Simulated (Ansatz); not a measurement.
The polar optical mode of LiCl at 2 GPa, worked through

Level of theory: DFT PBEsol, scalar-relativistic, plane waves, PAW in Ansatz 0.2.0. Cutoff 420 eV, 8×8×8 k-points (Γ-centred), fixed occupations. No spin polarisation. Phonons by linear response, acoustic sum rule imposed.

The cell, relaxed at 2 GPa:
```
Li Cl
1.0
     0.00000    2.48940    2.48940
     2.48940    0.00000    2.48940
     2.48940    2.48940    0.00000
Li Cl
1 1
Cartesian
  0.0000 0.0000 0.0000
  2.4894 2.4894 2.4894
```

Linear response gives ν_TO = 239.8 cm⁻¹, Born charges ±1.164 e (positive on Li) and ε∞ = 3.142. The primitive cell holds 30.854 Å³, and the masses are 6.940 and 35.450 amu.

**Question.** Find ν_LO and the static dielectric constant.

**Answer.** The long-wave field adds a restoring force: ω_LO² − ω_TO² = Z*²e²/(ε_vac ε∞ μV). In these units ν_LO² − ν_TO² = 4.92064×10⁷ Z*²/(μ V ε∞) cm⁻², with μ = m₁m₂/(m₁ + m₂) = 5.804 amu: 118436 cm⁻². So ν_LO = √(239.8² + 118436) = 419.4 cm⁻¹, and the run gives 419.4. Lyddane–Sachs–Teller then gives ε0 = ε∞ (ν_LO/ν_TO)² = 9.61, against 9.61 in the run (it forms both from the same three quantities, so the match checks the arithmetic only). Between ν_TO and ν_LO the dielectric function is negative and an undamped crystal reflects fully: a reststrahlen band from 23.8 to 41.7 μm.

**Question.** What do the Clausius–Mossotti polarisability and the Szigeti charge come to?

**Answer.** With the Lorentz local field, α = (3V/4π)(ε∞ − 1)/(ε∞ + 2) = 3.07 Å³ for the pair, and e_S = 3Z*/(ε∞ + 2) = 0.68 e. The Born charge includes the electrons' response to the dipole's own local field, and e_S takes that enhancement out. The Lorentz field assumes point-like polarisable ions, a fair picture at this small ε∞.

**Question.** How strongly does a slow electron couple to the LO mode?

**Answer.** For one isotropic parabolic band, Fröhlich's constant is α_F = (1/ε∞ − 1/ε0) √(m* Ry/ħω_LO), with Ry = 13.606 eV, ħω_LO = 52.0 meV and m* in free-electron masses: α_F = 0.2143 × 16.17 × √m* = 3.47 √m*. The band mass isn't part of this run; for m* = 0.1, 0.3 and 1 it gives 1.10, 1.90, 3.47. In weak coupling the polaron lies α_F ħω_LO below the band edge (99 meV at m* = 0.3) with a mass m*(1 + α_F/6); past α_F of about 5 or 6 that expansion fails. A semilocal functional's ε∞ tends to be too large, which taken alone lowers α_F.